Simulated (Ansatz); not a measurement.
Runs of Ansatz 0.2.0 on Ni. The structure is cubic, space group Fm-3m (No. 225). The conventional cell has a = 3.475 Å, b = 3.475 Å, c = 3.475 Å, α = 90.00°, β = 90.00°, γ = 90.00°. Ni (site symmetry m-3m) is surrounded by 12 Ni at 2.46 Å. 

```csv
task,level,spin,cell,cutoff (eV),smearing,basis error allowed,gap on the mesh (eV),pressure (GPa),moment (μB),V0 of scaled cells (Å³/atom),relaxed volume (Å³/atom),B0 (GPa)
equation of state,LDA,"collinear, ferromagnetic start",as given,-,fermi-dirac 0.05 eV,0.001 eV/atom,-,-,-,10.03,-,257
single point,PBE,"collinear, ferromagnetic start",as given,320,gaussian 0.027 eV,0.001 eV/atom,none,8.0,0.64,-,-,-
equation of state,PBE,"collinear, ferromagnetic start",as given,-,fermi-dirac 0.05 eV,0.0005 eV/atom,-,-,-,10.88,-,200
relaxation of cell and atoms,RPBE,"collinear, ferromagnetic start",relaxed,-,fermi-dirac 0.05 eV,0.001 eV/atom,-,0.0,0.64,-,(a),-
band structure,PBE,"collinear, ferromagnetic start",as given,320,fermi-dirac 0.05 eV,0.001 eV/atom,-,8.1,(c),-,-,-
single point,PBE,"collinear, ferromagnetic start",as given,320,gaussian 0.014 eV,0.001 eV/atom,none,8.0,0.64,-,-,-
single point,PBE,"collinear, ferromagnetic start",as given,320,gaussian 0.024 eV,0.001 eV/atom,none,8.0,0.64,-,-,-
relaxation of cell and atoms,BLYP,"collinear, ferromagnetic start",relaxed,-,fermi-dirac 0.05 eV,0.001 eV/atom,-,0.0,0.62,-,11.43,-
band structure,LDA,"collinear, ferromagnetic start",as given,320,fermi-dirac 0.05 eV,0.001 eV/atom,-,-10.3,0.62,-,-,-
equation of state,PBEsol,"collinear, ferromagnetic start",as given,-,fermi-dirac 0.05 eV,0.001 eV/atom,-,-,-,10.38,-,232
single point,PBE,"collinear, ferromagnetic start",as given,320,gaussian 0.016 eV,0.001 eV/atom,none,8.0,0.64,-,-,-
band structure,PBEsol,"collinear, random start",as given,344,tetrahedron,0.0005 eV/atom,-,(b),0.60,-,-,-
```

Alike in all rows: potentials or basis all-electron LAPW, scalar-relativistic; k mesh 13 × 13 × 13.

Q: Estimate the missing entries.

A: (a) 11.20; (b) -2.6; (c) 0.63.

A k mesh can miss the band edges.

A gap of «none» marks a metal or a gap under the smearing width.

Not every run made on this cell is shown here.
